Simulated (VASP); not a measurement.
# MgS (Niningerite) (Fm-3m) in VASP: relaxation of cell and atoms with PBEsol+D3(BJ)

Aim: the relaxation of cell and atoms of MgS (Niningerite) with PBEsol+D3(BJ).

Everything below comes from runs of VASP 6.6.1. Logs are shortened: lines on timing, memory, paths and dates and some standing lists are left out, and cuts for length are marked.

### 1 The undisturbed crystal

The structure is cubic, space group Fm-3m (No. 225). The conventional cell has a = 5.203 Å, b = 5.203 Å, c = 5.203 Å, α = 90.00°, β = 90.00°, γ = 90.00°. S (site symmetry m-3m) has 6 Mg at 2.60 Å as nearest neighbours. Mg (site symmetry m-3m) has 6 S at 2.60 Å as nearest neighbours.

### 2 Relaxation of cell and atoms, PBEsol+D3(BJ) (volume scaled by 1.25)

Contents of INCAR:

```
SYSTEM = MgS
ALGO = Normal
EDIFF = 1E-5
EDIFFG = -0.005
ENCUT = 600
GGA = PS
IBRION = 2
ISIF = 3
ISMEAR = -1
IVDW = 12
LASPH = .TRUE.
LCHARG = .FALSE.
LREAL = .FALSE.
LWAVE = .FALSE.
NBANDS = 40
NELM = 60
NSW = 40
PREC = Accurate
SIGMA = 0.1
```

Contents of MgS.cif:

```cif
data_MgS
_cell_length_a 5.60508501
_cell_length_b 5.60508501
_cell_length_c 5.60508501
_cell_angle_alpha 90.00000000
_cell_angle_beta 90.00000000
_cell_angle_gamma 90.00000000
_space_group_name_H-M_alt 'Fm-3m'
_space_group_name_Hall '-F 4 2 3'
_space_group_IT_number 225
loop_
_space_group_symop_operation_xyz
'x,y,z'
'-x,-y,-z'
'-y,x,z'
'y,-x,-z'
'-x,-y,z'
'x,y,-z'
'y,-x,z'
'-y,x,-z'
'x,-y,-z'
'-x,y,z'
'-y,-x,-z'
'y,x,z'
'-x,y,-z'
'x,-y,z'
'y,x,-z'
'-y,-x,z'
'z,x,y'
'-z,-x,-y'
'z,-y,x'
'-z,y,-x'
'z,-x,-y'
'-z,x,y'
'z,y,-x'
'-z,-y,x'
'-z,x,-y'
'z,-x,y'
'-z,-y,-x'
'z,y,x'
'-z,-x,y'
'z,x,-y'
'-z,y,x'
'z,-y,-x'
'y,z,x'
'-y,-z,-x'
'x,z,-y'
'-x,-z,y'
'-y,z,-x'
'y,-z,x'
'-x,z,y'
'x,-z,-y'
'-y,-z,x'
'y,z,-x'
'-x,-z,-y'
'x,z,y'
'y,-z,-x'
'-y,z,x'
'x,-z,y'
'-x,z,-y'
'x,y+1/2,z+1/2'
'-x,-y+1/2,-z+1/2'
'-y,x+1/2,z+1/2'
'y,-x+1/2,-z+1/2'
[... 63 lines left out ...]
'-z+1/2,y,-x+1/2'
'z+1/2,-x,-y+1/2'
'-z+1/2,x,y+1/2'
'z+1/2,y,-x+1/2'
'-z+1/2,-y,x+1/2'
'-z+1/2,x,-y+1/2'
'z+1/2,-x,y+1/2'
'-z+1/2,-y,-x+1/2'
'z+1/2,y,x+1/2'
'-z+1/2,-x,y+1/2'
'z+1/2,x,-y+1/2'
'-z+1/2,y,x+1/2'
'z+1/2,-y,-x+1/2'
'y+1/2,z,x+1/2'
'-y+1/2,-z,-x+1/2'
'x+1/2,z,-y+1/2'
'-x+1/2,-z,y+1/2'
'-y+1/2,z,-x+1/2'
'y+1/2,-z,x+1/2'
'-x+1/2,z,y+1/2'
'x+1/2,-z,-y+1/2'
'-y+1/2,-z,x+1/2'
'y+1/2,z,-x+1/2'
'-x+1/2,-z,-y+1/2'
'x+1/2,z,y+1/2'
'y+1/2,-z,-x+1/2'
'-y+1/2,z,x+1/2'
'x+1/2,-z,y+1/2'
'-x+1/2,z,-y+1/2'
'x+1/2,y+1/2,z'
'-x+1/2,-y+1/2,-z'
'-y+1/2,x+1/2,z'
'y+1/2,-x+1/2,-z'
'-x+1/2,-y+1/2,z'
'x+1/2,y+1/2,-z'
'y+1/2,-x+1/2,z'
'-y+1/2,x+1/2,-z'
'x+1/2,-y+1/2,-z'
'-x+1/2,y+1/2,z'
'-y+1/2,-x+1/2,-z'
'y+1/2,x+1/2,z'
'-x+1/2,y+1/2,-z'
'x+1/2,-y+1/2,z'
'y+1/2,x+1/2,-z'
'-y+1/2,-x+1/2,z'
'z+1/2,x+1/2,y'
'-z+1/2,-x+1/2,-y'
'z+1/2,-y+1/2,x'
'-z+1/2,y+1/2,-x'
'z+1/2,-x+1/2,-y'
'-z+1/2,x+1/2,y'
'z+1/2,y+1/2,-x'
'-z+1/2,-y+1/2,x'
'-z+1/2,x+1/2,-y'
'z+1/2,-x+1/2,y'
'-z+1/2,-y+1/2,-x'
'z+1/2,y+1/2,x'
'-z+1/2,-x+1/2,y'
'z+1/2,x+1/2,-y'
'-z+1/2,y+1/2,x'
'z+1/2,-y+1/2,-x'
'y+1/2,z+1/2,x'
'-y+1/2,-z+1/2,-x'
'x+1/2,z+1/2,-y'
'-x+1/2,-z+1/2,y'
'-y+1/2,z+1/2,-x'
'y+1/2,-z+1/2,x'
'-x+1/2,z+1/2,y'
'x+1/2,-z+1/2,-y'
'-y+1/2,-z+1/2,x'
'y+1/2,z+1/2,-x'
'-x+1/2,-z+1/2,-y'
'x+1/2,z+1/2,y'
'y+1/2,-z+1/2,-x'
'-y+1/2,z+1/2,x'
'x+1/2,-z+1/2,y'
'-x+1/2,z+1/2,-y'
loop_
_atom_site_label
_atom_site_type_symbol
_atom_site_symmetry_multiplicity
_atom_site_Wyckoff_symbol
_atom_site_fract_x
_atom_site_fract_y
_atom_site_fract_z
_atom_site_occupancy
S1 S 4 b 0.5000000000 0.0000000000 0.0000000000 1
Mg1 Mg 4 a 0.0000000000 0.0000000000 0.0000000000 1
```

Contents of KPOINTS:

```
k-points
0
G
  5 5 5
  0 0 0
```

Contents of POSCAR:

```
S  Mg
 1.0000000000000000
     5.6050850099999998    0.0000000000000000    0.0000000000000000
     0.0000000000000000    5.6050850099999998    0.0000000000000000
     0.0000000000000000    0.0000000000000000    5.6050850099999998
 S   Mg 
   4   4
Cartesian
  2.8025425049999999  0.0000000000000000  0.0000000000000000
  0.0000000000000000  2.8025425049999999  0.0000000000000000
  0.0000000000000000  0.0000000000000000  2.8025425049999999
  2.8025425049999999  2.8025425049999999  2.8025425049999999
  0.0000000000000000  0.0000000000000000  0.0000000000000000
  0.0000000000000000  2.8025425049999999  2.8025425049999999
  2.8025425049999999  0.0000000000000000  2.8025425049999999
  2.8025425049999999  2.8025425049999999  0.0000000000000000
```

Potentials or basis: VASP PAW PBE potentials, release 64 (S, Mg_pv).

On the command line:

```console
$ ase convert -i cif -o vasp MgS.cif POSCAR
$ cat potpaw_PBE.64/S/POTCAR potpaw_PBE.64/Mg_pv/POTCAR > POTCAR
$ mpirun -np 1 vasp_std > vasp.out
```

OUTCAR:

```text
SYSTEM = MgS
   EDIFF = 1E-5
   EDIFFG = -0.005
   ENCUT = 600
   GGA = PS
   IBRION = 2
   ISIF = 3
   ISMEAR = -1
   IVDW = 12
   LASPH = .TRUE.
   LREAL = .FALSE.
   NELM = 60
   NSW = 40
   PREC = Accurate
 IVDW          = 12

 ion  position               nearest neighbor table
   1  0.500  0.000  0.000-
   2  0.000  0.500  0.000-
   3  0.000  0.000  0.500-
   4  0.500  0.500  0.500-
   5  0.000  0.000  0.000-
   6  0.000  0.500  0.500-
   7  0.500  0.000  0.500-
   8  0.500  0.500  0.000-

  LATTYP: Found a simple cubic cell.
 ALAT       =     5.6050850100

  Lattice vectors:

 A1 = (   5.6050850100,   0.0000000000,   0.0000000000)
 A2 = (   0.0000000000,   5.6050850100,   0.0000000000)
 A3 = (   0.0000000000,   0.0000000000,   5.6050850100)

Analysis of symmetry for initial positions (statically):
=====================================================================
 Subroutine PRICEL returns following result:

  LATTYP: Found a face centered cubic cell.
 ALAT       =     5.6050850100

  Lattice vectors:

 A1 = (   2.8025425050,  -2.8025425050,   0.0000000000)
 A2 = (   2.8025425050,   0.0000000000,   2.8025425050)
 A3 = (   0.0000000000,  -2.8025425050,   2.8025425050)

   4 primitive cells build up your supercell.

 Routine SETGRP: Setting up the symmetry group for a
 simple cubic supercell.

 Subroutine GETGRP returns: Found 48 space group operations
 (whereof 48 operations were pure point group operations)
 out of a pool of 48 trial point group operations.

The static configuration has the point symmetry O_h .

Analysis of symmetry for dynamics (positions and initial velocities):
=====================================================================
 Subroutine PRICEL returns following result:

  LATTYP: Found a face centered cubic cell.
 ALAT       =     5.6050850100

  Lattice vectors:

 A1 = (   2.8025425050,  -2.8025425050,   0.0000000000)
 A2 = (   2.8025425050,   0.0000000000,   2.8025425050)
 A3 = (   0.0000000000,  -2.8025425050,   2.8025425050)

   4 primitive cells build up your supercell.

 Routine SETGRP: Setting up the symmetry group for a
 simple cubic supercell.

 Subroutine GETGRP returns: Found 48 space group operations
 (whereof 48 operations were pure point group operations)
 out of a pool of 48 trial point group operations.

The dynamic configuration has the point symmetry O_h .

 Subroutine INISYM returns: Found 48 space group operations
 (whereof 48 operations are pure point group operations),
 and found     4 'primitive' translations

----------------------------------------------------------------------------------------

                                     Primitive cell

  volume of cell :      44.0237

  direct lattice vectors                    reciprocal lattice vectors
     2.802542505 -2.802542505  0.000000000     0.178409426 -0.178409426 -0.178409426
     2.802542505  0.000000000  2.802542505     0.178409426  0.178409426  0.178409426
     0.000000000 -2.802542505  2.802542505    -0.178409426 -0.178409426  0.178409426

  length of vectors
[... 30 lines left out ...]
     0.000000000  0.000000000  0.000000000

 Subroutine IBZKPT returns following result:
 ===========================================

 Found     10 irreducible k-points:

 Following reciprocal coordinates:
            Coordinates               Weight
  0.000000  0.000000  0.000000      1.000000
  0.200000  0.000000  0.000000      6.000000
  0.400000  0.000000  0.000000      6.000000
  0.200000  0.200000  0.000000     12.000000
  0.400000  0.200000  0.000000     24.000000
  0.400000  0.400000  0.000000     12.000000
  0.200000  0.200000  0.200000      8.000000
  0.400000  0.200000  0.200000     24.000000
  0.400000  0.400000  0.200000     24.000000
  0.400000  0.400000  0.400000      8.000000
   k-points           NKPTS =     10   k-points in BZ     NKDIM =     10   number of bands    NBANDS=     40
   number of dos      NEDOS =    301   number of ions     NIONS =      8
   total plane-waves  NPLWV = 110592
   dimension x,y,z NGX =    48 NGY =   48 NGZ =   48
   dimension x,y,z NGXF=    96 NGYF=   96 NGZF=   96
   ions per type =               4   4
   NGX,Y,Z   is equivalent  to a cutoff of  14.24, 14.24, 14.24 a.u.
   NGXF,Y,Z  is equivalent  to a cutoff of  28.47, 28.47, 28.47 a.u.
 SYSTEM =  MgS
   PREC   = accura    normal or accurate (medium, high low for compatibility)
   ISTART =      0    job   : 0-new  1-cont  2-samecut
   ICHARG =      2    charge: 1-file 2-atom 10-const
   ISPIN  =      1    spin polarized calculation?
   LNONCOLLINEAR =      F non collinear calculations
   LSORBIT =      F    spin-orbit coupling
   LASPH  =      T    aspherical Exc in radial PAW
   ENCUT  =  600.0 eV  44.10 Ry    6.64 a.u.  11.19 11.19 11.19*2*pi/ulx,y,z
   NELM   =     60;   NELMIN=  2; NELMDL= -5     # of ELM steps
   EDIFF  = 0.1E-04   stopping-criterion for ELM
   LREAL  =      F    real-space projection
   EDIFFG = -.5E-02   stopping-criterion for IOM
   NSW    =     40    number of steps for IOM
   IBRION =      2    ionic relax: 0-MD 1-quasi-New 2-CG
   NFREE  =      1    steps in history (QN), initial steepest desc. (CG)
   ISIF   =      3    stress and relaxation
   ISYM   =      2    0-nonsym 1-usesym 2-fastsym
   POTIM  = 0.5000    time-step for ionic-motion
   TEBEG  =    0.0;   TEEND  =   0.0 temperature during run
   PSTRESS=    0.0 pullay stress
   NELECT =      56.0000    total number of electrons
   NUPDOWN=      -1.0000    fix difference up-down
   EMIN   =  10.00;   EMAX   =-10.00  energy-range for DOS
   EFERMI =   0.00;   METHOD = LEGACY
   ISMEAR =    -1;   SIGMA  =   0.10  broadening in eV -4-tet -1-fermi 0-gaus
   EFERMI_NEDOS =   21; number of points for ismear=-14 and -15
   IALGO  =     38    algorithm
   IMIX   =      4    mixing-type and parameters
     AMIX     =   0.40;   BMIX     =  1.00
     AMIX_MAG =   1.60;   BMIX_MAG =  1.00
  volume/ion in A,a.u.               =      22.01       148.54
  Fermi-wavevector in a.u.,A,eV,Ry     =   1.117434  2.111644 16.989041  1.248659
  Thomas-Fermi vector in A             =   2.254057
   LORBIT       =      0    0 simple, 1 ext, 2 COOP (PROOUT), +10 PAW based schemes
   GGA     = PS    functional components
   LHFCALC =     F    Hartree Fock is set to
   AEXX    =    0.0000 exact exchange contribution
   IVDW    =    12    specifies the selected vdW correction
   LEPSILON=     F    determine dielectric tensor
   LRPA    =     F    only Hartree local field effects (RPA)
 conjugate gradient relaxation of ions
 non-spin polarized calculation
  energy-cutoff  :      600.00
  volume of cell :      176.09
 maximum number of plane-waves:      5912
 NGX is ok and might be reduce to    48
   NGX = 23   NGY = 23   NGZ = 23

--------------------------------------- Ionic step        1  -------------------------------------------

 number of electron      56.0000075 magnetization

 Free energy of the ion-electron system (eV)
  ---------------------------------------------------
  ext. energy  EPLUGINS =         0.00000000
  ---------------------------------------------------
  free energy    TOTEN  =       -34.65488308 eV

  energy without entropy =      -34.65487554  energy(sigma->0) =      -34.65487931

 E-fermi :   2.9335     XC(G=0):  -9.0929

 val. band max:        1.7534051046   @ k =   0.0000   0.0000   0.0000
 cond. band min:       3.8558642301   @ k =   0.0000   0.0000   0.0000
 fundamental gap:      2.1024591255
 Fermi energy:         2.9335290150

 k-point     1 :       0.0000    0.0000    0.0000
  band No.  band energies     occupation
      1     -40.0798      2.00000
      2     -40.0798      2.00000
      3     -40.0798      2.00000
      4     -40.0785      2.00000
      5     -40.0785      2.00000
      6     -40.0785      2.00000
[... 550 lines left out ...]
  FREE ENERGIE OF THE ION-ELECTRON SYSTEM (eV)
  ---------------------------------------------------
  free  energy   TOTEN  =       -38.7863762392 eV

  energy  without entropy=      -38.7863759883  energy(sigma->0) =      -38.78637611

[... ionic steps 4 to 12 ...]

--------------------------------------- Ionic step       13  -------------------------------------------

 number of electron      55.9999982 magnetization

------------------------ aborting loop because EDIFF is reached ----------------------------------------
[... 87 lines left out ...]
--------------------------------------- Ionic step       15  -------------------------------------------

 number of electron      55.9999982 magnetization

 Free energy of the ion-electron system (eV)
  ---------------------------------------------------
  ext. energy  EPLUGINS =         0.00000000
  ---------------------------------------------------
  free energy    TOTEN  =       -36.25696070 eV

  energy without entropy =      -36.25696046  energy(sigma->0) =      -36.25696058

 E-fermi :   5.3848     XC(G=0): -10.2287

 val. band max:        3.9139526965   @ k =   0.0000   0.0000   0.0000
 cond. band min:       6.7212771299   @ k =   0.0000   0.0000   0.0000
 fundamental gap:      2.8073244334
 Fermi energy:         5.3847903894

 k-point     1 :       0.0000    0.0000    0.0000
  band No.  band energies     occupation
      1     -37.2491      2.00000
      2     -37.2491      2.00000
      3     -37.2491      2.00000
      4     -37.2446      2.00000
      5     -37.2446      2.00000
      6     -37.2446      2.00000
[... 458 lines left out ...]
  FREE ENERGIE OF THE ION-ELECTRON SYSTEM (eV)
  ---------------------------------------------------
  free  energy   TOTEN  =       -38.7865838891 eV

  energy  without entropy=      -38.7865836447  energy(sigma->0) =      -38.78658377

 reached required accuracy - stopping structural energy minimisation
```

Wall time 8 min (1 thread of Intel Xeon Platinum 8488C (Sapphire Rapids), shared host); peak memory 0.37 GiB.

What came out:

* Free energy: -38.7866 eV
* Relaxed volume: 16.76 Å³/atom
* Relaxed cell: a = 5.119 Å, b = 5.119 Å, c = 5.119 Å, α = 90.00°, β = 90.00°, γ = 90.00°
* Space group after relaxing (to 0.05 Å): Fm-3m (No. 225)
* Energy gained by relaxing: 276.9 meV/atom
* Ionic steps: 15
* Pressure after relaxing: 0.0 GPa
* Band gap on the k mesh: 2.81 eV
* Dispersion energy per atom: -0.316 eV

Step by step:
| step | energy change (eV) | largest force (eV/Å) | pressure (GPa) | volume (Å³) |
| --- | --- | --- | --- | --- |
| 1 | 0.0000 | 0.0000 | -13.41 | 176.09 |
| 2 | -2.2139 | 0.0000 | 0.87 | 133.19 |
| 3 | -2.2153 | 0.0000 | -0.25 | 134.42 |
| 4 | -2.2154 | 0.0000 | -0.22 | 134.41 |
| 5 | -2.2154 | 0.0000 | -0.24 | 134.39 |
| 6 | -2.2154 | 0.0000 | -0.18 | 134.39 |
| 7 | -2.2154 | 0.0000 | -0.19 | 134.39 |
| 8 | -2.2154 | 0.0000 | -0.19 | 134.39 |
| 9 | -2.2154 | 0.0000 | -0.19 | 134.39 |
| 10 | -2.2154 | 0.0000 | -0.19 | 134.38 |
| 11 | -2.2154 | 0.0000 | -0.20 | 134.37 |
| 12 | -2.2154 | 0.0000 | -0.21 | 134.36 |
| 13 | -2.2155 | 0.0000 | -0.12 | 134.32 |
| 14 | -2.2155 | 0.0000 | -0.08 | 134.25 |
| 15 | -2.2156 | 0.0000 | 0.02 | 134.12 |

Final structure:
```xyz
8
Lattice="5.1187 0.0000 0.0000 0.0000 5.1187 0.0000 0.0000 0.0000 5.1187" Properties=species:S:1:pos:R:3 pbc="T T T"
S     2.5594    0.0000    0.0000
S     0.0000    2.5594    0.0000
S     5.1187    0.0000    2.5594
S     2.5594    2.5594    2.5594
Mg    0.0000    0.0000    0.0000
Mg    5.1187    2.5594    2.5594
Mg    2.5594    0.0000    2.5594
Mg    2.5594    2.5594    0.0000
```

Levels at points of the mesh, in eV from the valence-band top:
```csv
k point,band 24,band 25,band 26,band 27,band 28,band 29,band 30,band 31,band 32,band 33
"(0.00, 0.00, 0.00)",-1.82,-1.82,0.00,0.00,0.00,2.81,2.81,2.81,3.99,4.09
```

Caveat: the PAW data sets were made with another functional, which shifts forces and pressure a little; an odd mesh through Γ misses points on the zone boundary, where band edges often lie.
